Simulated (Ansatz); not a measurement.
# NbP: the cost of one run

Computed with Ansatz 0.2.0 (DFT PBEsol, scalar-relativistic, plane waves, PAW, unless a step's input says otherwise).

2 further runs of the same task are left out: 2 set aside as unsound or not needed.

**1. Starting point**

Symmetry: I4_1md, No. 109, tetragonal system. Conventional cell: a = 3.429 Å, b = 3.429 Å, c = 11.582 Å, α = 90.00°, β = 90.00°, γ = 90.00°. Ta (site symmetry 2mm) has 6 As at 2.59 to 2.60 Å as nearest neighbours. As (site symmetry 2mm) is surrounded by 6 Ta at 2.59 to 2.60 Å.

As a file:

```cif
data_structure
_symmetry_space_group_name_H-M 'P 1'
_symmetry_Int_Tables_number 1
_cell_length_a 6.2782
_cell_length_b 6.2782
_cell_length_c 6.2782
_cell_angle_alpha 148.306
_cell_angle_beta 148.306
_cell_angle_gamma 45.433
_cell_volume 68.08
loop_
_atom_site_label
_atom_site_type_symbol
_atom_site_fract_x
_atom_site_fract_y
_atom_site_fract_z
_atom_site_occupancy
Ta1 Ta 0.50031 0.00031 0.50000 1
Ta2 Ta 0.75031 0.75031 0.00000 1
As1 As 0.08229 0.58229 0.50000 1
As2 As 0.33229 0.33229 0.00000 1
```

It goes back to an entry of the Materials Project.

It is the result of an earlier relaxation at this level (volume 17.02 Å³/atom; gap on the mesh: none (metal)).

**2. As → P, Ta → Nb: the starting cell**

The start of NbP: fractional positions of relaxed TaAs, cell scaled by 0.957, a guess from tabulated radii.

**3. Probe: one point at the start (NbP)**

Input file input.yaml:

```yaml
crystal:
  lattice:
    - [-1.6411331553, 1.6411331553, 5.5438024677]
    - [1.6411331553, -1.6411331553, 5.5438024677]
    - [1.6411331553, 1.6411331553, -5.5438024677]
  atoms:
    - { symbol: Nb, position: [0.5003132539, 1.0003132539, 0.5] }
    - { symbol: Nb, position: [0.7503132539, 0.7503132539, 0.0] }
    - { symbol: P, position: [0.0822861661, 0.5822861661, 0.5] }
    - { symbol: P, position: [0.3322861661, 0.3322861661, 0.0] }
basis:
  ecutwfc: 420
kpoints:
  mp_grid: { grid: [8, 8, 8] }
hamiltonian:
  xc: pbesol
scf:
  occupations: { method: gaussian, width: 0.1 }
output:
  forces: true
  stress: true
  eigenvalues: true
```

Launch:

```sh
ansatz run input.yaml --threads 1 --pin off --max-ram 2560MiB --backend cpu --events-out ev --progress --plain --runs-dir out
```

**Question.** How long does this run take on 1 thread of AMD EPYC 7R43 (Zen 3), shared host, and how much memory does it need?

About 4.2 s, with a peak of 0.43 GiB.
